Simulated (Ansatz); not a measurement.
## TaN, one cell by several methods

```
CELL_PARAMETERS angstrom
0.00000 2.17900 2.17900
2.17900 0.00000 2.17900
2.17900 2.17900 0.00000
ATOMIC_POSITIONS crystal
Ta 0.50000 0.50000 0.50000
N 0.00000 0.00000 0.00000
```

Atom numbers follow the list: Ta1, N2.

The geometry is COD entry 2310957, unchecked; take it as a test cell.

Levels of theory: DFT, PBE, PAW with Ansatz's default frozen-core files, fully relativistic files with spin-orbit coupling (Ansatz 0.2.0); DFT, PBE, all-electron LAPW, Dirac equation with spin-orbit coupling (Ansatz 0.2.0).

For PAW: a Γ-centred 9×9×9 k mesh, Fermi–Dirac smearing of 0.02 eV, cutoff 420 eV, no spin polarisation. LAPW targets a basis error of 0.5 meV/atom. The Ansatz runs share mesh, smearing and spin set-up. Plane-wave (PAW) pressures include the program's estimate of the Pulay term.

Stress and pressure are positive in compression.

Levels count from the Fermi level.

| quantity | PAW | LAPW |
| --- | --- | --- |
| pressure (GPa) | 14.33 | 14.43 |
| highest filled level at K (eV) | -2.134 | -2.131 |
| lowest empty level at K (eV) | 2.586 | 2.584 |
| highest filled level at X (eV) | -4.335 | -4.324 |
| lowest empty level at X (eV) | 2.378 | 2.371 |
| highest filled level at L (eV) | -7.585 | -7.580 |
| lowest empty level at L (eV) | 2.007 | 2.008 |

PAW's pressure differs from the LAPW value by -0.10 GPa.
